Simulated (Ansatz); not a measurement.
## MgO in Ansatz: convergence with smearing width

Input of the first run (smearing width 0.3 eV); the others differ in this setting and in those tied to it:

File input.yaml:

```yaml
crystal:
  lattice:
    - [2.9380209034, 0.0, 0.0]
    - [-1.4690104517, 2.5444007392, 0.0]
    - [0.0, 0.0, 2.67968]
  atoms:
    - { symbol: Mg, position: [0.0, 0.0, 0.0] }
    - { symbol: O, position: [0.3333333333, 0.6666666667, 0.5] }
hamiltonian:
  xc: pbesol
  pseudopotentials: { kind: paw, level: accurate }
kpoints:
  mp_grid: { grid: [9, 9, 8] }
scf:
  occupations: { method: methfessel_paxton, width: 0.3 }
output:
  forces: true
  stress: true
  eigenvalues: true
```

Potentials or basis: Ansatz PAW earlier set.

The run is started by

```sh
$ ansatz run input.yaml --threads 2 --pin off --max-ram 5632MiB --backend cpu --events-out ev --progress --plain --runs-dir out
```

Measurements of this composition are mostly on another form, of space group No. 225.

Hardware: 2 threads of Arm Neoverse V2, with other jobs on the host.

| smearing width | energy less the tightest run, at zero smearing (meV/atom) | SCF cycles | CPU time (s) | peak memory (GiB) |
| --- | --- | --- | --- | --- |
| 0.3 eV | 0.00 | 8 | 4.4 | 0.34 |
| 0.2 eV | 0.00 | 8 | 4.5 | 0.34 |
| 0.15 eV | 0.00 | 8 | 4.5 | 0.34 |
| 0.1 eV | 0.00 | 8 | 4.5 | 0.34 |
| 0.05 eV | 0.00 | 7 | 4 | 0.34 |
| 0.025 eV | 0.00 | 7 | 4 | 0.34 |
| 0.01 eV | 0.00 | 7 | 4.1 | 0.34 |
| 0.005 eV | 0.00 | 7 | 4 | 0.34 |

Against the tightest run, the energy stays within 1 meV/atom from 0.3 eV on. The tightest run that finished is the yardstick and may itself not be fully converged.

Caveat, for the tightest run too: odd divisions of the mesh miss points on the zone boundary, where band edges often lie, so the gap on the mesh can be too wide.
